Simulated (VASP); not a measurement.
# Rh (P6/mmm) in VASP: notebook

Runs on Rh. Level: PBE. Tasks: single point.

All numbers are computed with VASP 6.6.1; they aren't measurements. Logs are shortened: lines on timing, memory, paths and dates and some standing lists are left out, and cuts for length are marked.

### Step 1. The crystal as given

Symmetry: P6/mmm, No. 191, hexagonal system. Conventional cell: a = 4.341 Å, b = 4.341 Å, c = 2.658 Å, α = 90.00°, β = 90.00°, γ = 120.00°. Rh (site symmetry 6/mmm) has 14 Rh at 2.66 to 2.84 Å as nearest neighbours. Rh (site symmetry -6m2) has 11 Rh at 2.51 to 2.84 Å as nearest neighbours.

This isn't the form of Rh at room conditions, which is fcc.

### Step 2. Single point, PBE

INCAR reads:

```
SYSTEM = Rh
ALGO = Normal ; EDIFF = 1E-6
ENCUT = 520 ; GGA = PE
ISIF = 2 ; ISMEAR = -1
LASPH = .TRUE. ; LCHARG = .FALSE.
LREAL = .FALSE. ; LWAVE = .FALSE.
NBANDS = 30 ; NELM = 100
PREC = Accurate ; SIGMA = 0.08
```

KPOINTS reads:

```
k-points
0
G
  8 8 11
  0 0 0
```

POSCAR reads:

```
Rh
1.0
    4.3405629463      0.0000000000      0.0000000000
   -2.1702814731      3.7590377782      0.0000000000
    0.0000000000      0.0000000000      2.6576837770
Rh
3
Direct
    0.0000000000      0.0000000000      0.0000000000
    0.3333333333      0.6666666667      0.5000000000
    0.6666666667      0.3333333333      0.5000000000
```

Potentials or basis: VASP PAW PBE potentials, release 64 (Rh_pv).

The run is started by

```sh
> cat potpaw_PBE.64/Rh_pv/POTCAR > POTCAR
> mpirun -np 1 vasp_std > vasp.out
```

OUTCAR:

```text
SYSTEM = Rh
   EDIFF = 1E-6
   ENCUT = 520
   GGA = PE
   ISIF = 2
   ISMEAR = -1
   LASPH = .TRUE.
   LREAL = .FALSE.
   NELM = 100
   PREC = Accurate

 ion  position               nearest neighbor table
   1  0.000  0.000  0.000-   2 2.84   3 2.84   2 2.84   3 2.84   2 2.84   2 2.84   3 2.84   3 2.84
                             3 2.84   3 2.84   2 2.84   2 2.84
   2  0.333  0.667  0.500-   3 2.51   3 2.51   3 2.51   1 2.84   1 2.84   1 2.84   1 2.84   1 2.84
                             1 2.84
   3  0.667  0.333  0.500-   2 2.51   2 2.51   2 2.51   1 2.84   1 2.84   1 2.84   1 2.84   1 2.84
                             1 2.84

  LATTYP: Found a hexagonal cell.
 ALAT       =     4.3405629463
 C/A-ratio  =     0.6122901130

  Lattice vectors:

 A1 = (   4.3405629463,   0.0000000000,   0.0000000000)
 A2 = (  -2.1702814731,   3.7590377782,   0.0000000000)
 A3 = (   0.0000000000,   0.0000000000,   2.6576837770)

Analysis of symmetry for initial positions (statically):
=====================================================================
 Subroutine PRICEL returns:
 Original cell was already a primitive cell.

 Routine SETGRP: Setting up the symmetry group for a
 hexagonal supercell.

 Subroutine GETGRP returns: Found 24 space group operations
 (whereof 24 operations were pure point group operations)
 out of a pool of 24 trial point group operations.

The static configuration has the point symmetry D_6h.

Analysis of symmetry for dynamics (positions and initial velocities):
=====================================================================
 Subroutine PRICEL returns:
 Original cell was already a primitive cell.

 Routine SETGRP: Setting up the symmetry group for a
 hexagonal supercell.

 Subroutine GETGRP returns: Found 24 space group operations
 (whereof 24 operations were pure point group operations)
 out of a pool of 24 trial point group operations.

The dynamic configuration has the point symmetry D_6h.

 Subroutine INISYM returns: Found 24 space group operations
 (whereof 24 operations are pure point group operations),
 and found     1 'primitive' translations

----------------------------------------------------------------------------------------

                                     Primitive cell

  volume of cell :      43.3637

  direct lattice vectors                    reciprocal lattice vectors
     4.340562946  0.000000000  0.000000000     0.230384863  0.133012763  0.000000000
    -2.170281473  3.759037778  0.000000000     0.000000000  0.266025525  0.000000000
[... 81 lines left out ...]
   ISPIN  =      1    spin polarized calculation?
   LNONCOLLINEAR =      F non collinear calculations
   LSORBIT =      F    spin-orbit coupling
   LASPH  =      T    aspherical Exc in radial PAW
   ENCUT  =  520.0 eV  38.22 Ry    6.18 a.u.   8.07  8.07  4.94*2*pi/ulx,y,z
   NELM   =    100;   NELMIN=  2; NELMDL= -5     # of ELM steps
   EDIFF  = 0.1E-05   stopping-criterion for ELM
   LREAL  =      F    real-space projection
   EDIFFG = 0.1E-04   stopping-criterion for IOM
   NSW    =      0    number of steps for IOM
   IBRION =     -1    ionic relax: 0-MD 1-quasi-New 2-CG
   NFREE  =      0    steps in history (QN), initial steepest desc. (CG)
   ISIF   =      2    stress and relaxation
   ISYM   =      2    0-nonsym 1-usesym 2-fastsym
   POTIM  = 0.5000    time-step for ionic-motion
   TEBEG  =    0.0;   TEEND  =   0.0 temperature during run
   PSTRESS=    0.0 pullay stress
   NELECT =      45.0000    total number of electrons
   NUPDOWN=      -1.0000    fix difference up-down
   EMIN   =  10.00;   EMAX   =-10.00  energy-range for DOS
   EFERMI =   0.00;   METHOD = LEGACY
   ISMEAR =    -1;   SIGMA  =   0.08  broadening in eV -4-tet -1-fermi 0-gaus
   EFERMI_NEDOS =   21; number of points for ismear=-14 and -15
   IALGO  =     38    algorithm
   IMIX   =      4    mixing-type and parameters
     AMIX     =   0.40;   BMIX     =  1.00
     AMIX_MAG =   1.60;   BMIX_MAG =  1.00
  volume/ion in A,a.u.               =      14.45        97.54
  Fermi-wavevector in a.u.,A,eV,Ry     =   1.657437  3.132101 37.376522  2.747097
  Thomas-Fermi vector in A             =   2.745190
   LORBIT       =      0    0 simple, 1 ext, 2 COOP (PROOUT), +10 PAW based schemes
   GGA     = PE    functional components
   LHFCALC =     F    Hartree Fock is set to
   AEXX    =    0.0000 exact exchange contribution
   IVDW    =     0    specifies the selected vdW correction
   LEPSILON=     F    determine dielectric tensor
   LRPA    =     F    only Hartree local field effects (RPA)
 non-spin polarized calculation
  energy-cutoff  :      520.00
  volume of cell :       43.36
 maximum number of plane-waves:      1184
   NGX = 17   NGY = 17   NGZ =  9

 number of electron      44.9999989 magnetization

 Free energy of the ion-electron system (eV)
  ---------------------------------------------------
  ext. energy  EPLUGINS =         0.00000000
  ---------------------------------------------------
  free energy    TOTEN  =       -21.15522624 eV

  energy without entropy =      -21.02714267  energy(sigma->0) =      -21.09118446

 E-fermi :  11.0521     XC(G=0): -13.6922

 val. band max:       11.0449822333   @ k =   0.5000   0.0000   0.3636
 cond. band min:      11.0544183148   @ k =   0.1250   0.1250   0.0909
 fundamental gap:      0.0094360816
 Fermi energy:        11.0520852996

 k-point     1 :       0.0000    0.0000    0.0000
  band No.  band energies     occupation
      1     -35.8965      2.00000
      2     -35.8965      2.00000
      3     -35.5280      2.00000
      4     -35.5280      2.00000
      5     -35.3338      2.00000
      6     -35.2111      2.00000
[... 781 lines left out ...]
     29      24.3484      0.00000
     30      25.3523      0.00000

 [... further k-points ...]
[... 5 lines left out ...]
  --------------------------------------------------------------------------------------
  -------------------------------------------------------------------------------------
  Total        0.0163565      0.0163565     -0.0021739      0.0000000     -0.0000000      0.0000000
  in kB        0.6043313      0.6043313     -0.0803203      0.0000000     -0.0000000      0.0000000
  external PRESSURE =       0.3761141 kB  Pullay stress =       0.0000000 kB

 VOLUME and BASIS-vectors are now :
 -----------------------------------------------------------------------------
  energy-cutoff  :      520.00
  volume of cell :       43.36
      direct lattice vectors                 reciprocal lattice vectors
     4.340562946  0.000000000  0.000000000     0.230384863  0.133012763  0.000000000
    -2.170281473  3.759037778  0.000000000     0.000000000  0.266025525  0.000000000
     0.000000000  0.000000000  2.657683777     0.000000000  0.000000000  0.376267489

 POSITION                                       TOTAL-FORCE (eV/Angst)
 -----------------------------------------------------------------------------------
      0.00000      0.00000      0.00000         0.000000      0.000000      0.000000
     -0.00000      2.50603      1.32884        -0.000000      0.000000     -0.000000
      2.17028      1.25301      1.32884         0.000000      0.000000      0.000000
 -----------------------------------------------------------------------------------
    total drift:                               -0.000000      0.000000      0.000000

  FREE ENERGIE OF THE ION-ELECTRON SYSTEM (eV)
  ---------------------------------------------------
  free  energy   TOTEN  =       -21.1552262446 eV

  energy  without entropy=      -21.0271426717  energy(sigma->0) =      -21.09118446
```

OSZICAR:

```text
N       E                     dE             d eps       ncg     rms          rms(c)
DAV:   1     0.544324083681E+03    0.54432E+03   -0.27442E+04  3624   0.170E+03
DAV:   2    -0.746378325696E+01   -0.55179E+03   -0.53553E+03  3768   0.531E+02
DAV:   3    -0.223875313132E+02   -0.14924E+02   -0.14662E+02  4014   0.974E+01
DAV:   4    -0.225137541202E+02   -0.12622E+00   -0.12618E+00  4008   0.909E+00
DAV:   5    -0.225159000927E+02   -0.21460E-02   -0.21459E-02  4044   0.122E+00    0.162E+01
DAV:   6    -0.212266283846E+02    0.12893E+01   -0.39567E+00  3900   0.171E+01    0.609E+00
DAV:   7    -0.217220467319E+02   -0.49542E+00   -0.29658E+00  3888   0.157E+01    0.904E+00
DAV:   8    -0.211617559819E+02    0.56029E+00   -0.25187E+00  3888   0.875E+00    0.244E+00
DAV:   9    -0.211551773012E+02    0.65787E-02   -0.21946E-02  3870   0.142E+00    0.139E-01
DAV:  10    -0.211552235669E+02   -0.46266E-04   -0.44323E-04  4194   0.206E-01    0.598E-02
DAV:  11    -0.211552288488E+02   -0.52819E-05   -0.30669E-05  3948   0.470E-02    0.117E-02
DAV:  12    -0.211552270190E+02    0.18298E-05   -0.92537E-07  2572   0.800E-03    0.377E-03
DAV:  13    -0.211552262446E+02    0.77439E-06   -0.26144E-07  2118   0.394E-03
   1 F= -.21155226E+02 E0= -.21091184E+02  d E =-.128084E+00
```

stdout:

```text
POSCAR found type information on POSCAR Rh
 POSCAR found :  1 types and       3 ions
 scaLAPACK will be used
 LDA part: xc-table for (Slater+PW92), standard interpolation
 POSCAR, INCAR and KPOINTS ok, starting setup
 FFT: planning ... GRIDC
 FFT: planning ... GRID_SOFT
 FFT: planning ... GRID
 WAVECAR not read
 entering main loop
```

Wall time 28 s (1 thread of Intel Xeon 6975P-C (Granite Rapids), shared host); peak memory 0.17 GiB.

Results:

| Item | Value |
| --- | --- |
| Free energy | -21.1552 eV |
| Pressure | 0.0 GPa |
| Band gap on the k mesh | none (metal or under the smearing width) |

### Step 3. Single point, PBE (volume scaled by 0.88, level accurate)

INCAR reads:

```
PREC = Accurate ; ENCUT = 520
EDIFF = 1E-6 ; ISMEAR = -1
SIGMA = 0.08 ; LREAL = False
LASPH = True ; NELM = 100
ALGO = Fast ; ISIF = 2
LWAVE = False ; LCHARG = True
GGA = PE ; LELF = True
LVHAR = True ; NBANDS = 30
```

KPOINTS reads:

```
regular mesh
0
Gamma
  8 8 11
```

POSCAR reads:

```
Rh
1.0
    4.1677612943      0.0000000000      0.0000000000
   -2.0838806472      3.6093871578      0.0000000000
    0.0000000000      0.0000000000      2.5367193445
Rh
3
Direct
    0.0000000000      0.0000000000      0.0000000000
    0.3333333333      0.6666666667      0.5000000000
    0.6666666667      0.3333333333      0.5000000000
```

Potentials or basis: VASP PAW PBE potentials, release 64 (Rh_pv).

The run is started by

```sh
> cat potpaw_PBE.64/Rh_pv/POTCAR > POTCAR
> mpirun -np 1 vasp_std > vasp.out
```

Run time: 44 s. Hardware: 1 thread of Intel Xeon 6975P-C (Granite Rapids), shared host; peak memory 0.17 GiB.

Results (log left out):

```
Free energy            : -20.5469 eV
Pressure               : 42.4 GPa
Band gap on the k mesh : none (metal or under the smearing width)
```

Stress tensor (GPa, compression positive):
```
42.43  0.00  0.00
 0.00 42.43  0.00
 0.00  0.00 42.28
```

Levels at points of the mesh, in eV from the Fermi level:
| k point | band 21 | band 22 | band 23 | band 24 | band 25 | band 26 |
| --- | --- | --- | --- | --- | --- | --- |
| (0.00, 0.00, 0.00) | -1.88 | -1.80 | -1.80 | 0.91 | 0.91 | 9.10 |
| (0.50, 0.00, 0.00) | -0.28 | 0.11 | 0.14 | 0.17 | 0.42 | 0.97 |

Caveat: so large a pressure means that the cell lies far from this level's equilibrium, or that cutoff or potentials fall short.
